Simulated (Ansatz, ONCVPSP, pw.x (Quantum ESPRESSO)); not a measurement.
boron: one change to the ONCV potential, in the atom and in the diamond crystal

* Element: B (Z = 5)
* Generator: ONCVPSP 4.0.1.1 (patched build)
* Type: optimised norm-conserving Vanderbilt (ONCV)
* Functional: PBE
* Relativity: scalar-relativistic
* Frozen core: [He]
* Valence charge: 3
* Reference configuration: 2s2 2p1
* Partial waves: 2s: rc 1.50 bohr, ncon 4, nbas 8, qcut 3.8 1/bohr, 2 projectors, debl 3.1 Ha; 2p: rc 3.70 bohr, ncon 4, nbas 8, qcut 4.2 1/bohr, 3 projectors, debl 1.7 Ha; d scattering state at 0.21 Ha: rc 2.85 bohr, ncon 5, nbas 8, qcut 3.6 1/bohr, 2 projectors, debl 1.8 Ha
* Local potential: polynomial inside 0.95 bohr (lpopt 2, dvloc0 0 Ha)
* Core correction: none

Change: d: rc 3.82.

Cutoffs, loose and tight: the cutoffs (Ha) at which the residual kinetic energy of the hardest occupied pseudo-wave falls to 1 and 0.1 mHa per electron. They do not see the model core or the augmentation charge, which bear on the density cutoff. Test errors are all-electron minus pseudo excitation energies from the reference, over the configurations 2s2 2p0; 2s1 2p0; 2s2 2p0.5; 2s1 2p2; variants that change the core or the reference have their own tests.

Crystal test: diamond B in pw.x 7.5, no spin, 11³ k-points, Fermi–Dirac smearing 0.01 Ry, cutoffs set for each file from its atomic test. The reference is all-electron LAPW (Ansatz 0.2.0) with the same functional, mesh and smearing; V0 and B0 come from Birch–Murnaghan fits to the pressures at five volumes. Errors are pseudo minus all-electron; Δ is the rms difference of the E(V) curves that follow from these fits, minima aligned, over ±6 % about the mean V0. Mesh and smearing are coarse, so the numbers serve the comparison and aren't converged zero-temperature values; the lattice is a test structure that the element need not adopt.

All-electron: a0 = 4.053 Å (V0 = 8.32 Å³/atom), B0 = 175.9 GPa.

Q: Does the change bring the crystal closer to the all-electron result?

A: The mean pressure error goes from -58.11 to -56.31 GPa, a small move against the size of the error. Neither pressure curve crosses zero within the volumes sampled, so no fits are given.

| quantity | base | changed |
| --- | --- | --- |
| outcome (atom) | generated | generated |
| cutoff, loose (atom) | 18 Ha | 18 Ha |
| cutoff, tight (atom) | 69 Ha | 69 Ha |
| bound ghosts (atom) | none | none |
| largest test error (meV) (atom) | +487 | +487 |
| cutoffs in pw.x (Ry) | 160/640 | 160/640 |
| mean pressure error (GPa) | -58.11 | -56.31 |

Base: The largest radius (3.70 bohr) exceeds half the bond length (1.66 bohr), so the spheres overlap, which is one possible source of error among others. This is a poor potential for the solid. Changed file: The largest radius (3.82 bohr) exceeds half the bond length (1.66 bohr), so the spheres overlap, which is one possible source of error among others. This is a poor potential for the solid.
